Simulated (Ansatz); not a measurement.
# B (B, beta-Sn type): the cost of one run

Computed with Ansatz 0.2.0 (DFT revPBE, plane waves (420 eV) with PAW, scalar-relativistic; PBE-made PAW files, unless a step says otherwise).

## 1. The system as given

The structure is tetragonal, space group I4_1/amd (No. 141). Conventional cell: a = 3.694 Å, b = 3.694 Å, c = 2.017 Å, α = 90.00°, β = 90.00°, γ = 90.00°. B (site symmetry -4m2) has 6 B at 1.91 to 2.02 Å as nearest neighbours.

Coordinates:

```xyz
2
Lattice="-1.8471 1.8471 1.0085 1.8471 -1.8471 1.0085 1.8471 1.8471 -1.0085" Properties=species:S:1:pos:R:3 pbc="T T T"
B     0.0000    0.0000    0.0000
B     0.0000    1.8471    0.5043
```

## 2. Geometry optimisation

The input, input.yaml:

```yaml
crystal:
  lattice:
    - [-1.8471104345, 1.8471104345, 1.0085222972]
    - [1.8471104345, -1.8471104345, 1.0085222972]
    - [1.8471104345, 1.8471104345, -1.0085222972]
  atoms:
    - { symbol: B, position: [0.0, 0.0, 0.0] }
    - { symbol: B, position: [0.75, 0.25, 0.5] }
hamiltonian:
  xc: revpbe
  pseudopotentials:
    kind: paw
    azcp:
      B: "pseudopotentials/B.paw.azcp"
basis:
  ecutwfc: 420
  fft_grid_basis: typed
kpoints:
  mp_grid: { grid: [17, 17, 12], shift: [0, 0, 0] }
magnetization:
  spin_polarized: false
scf:
  occupations: { method: fermi_dirac, width: 0.1 }
relax:
  max_steps: 60
  f_tol: 0.01
  cell: {}
```

**Question.** How long does this run take on 2 threads of an x86-64 CPU, shared host, and how much memory does it need?

About 91 s, with a peak of 0.53 GiB.
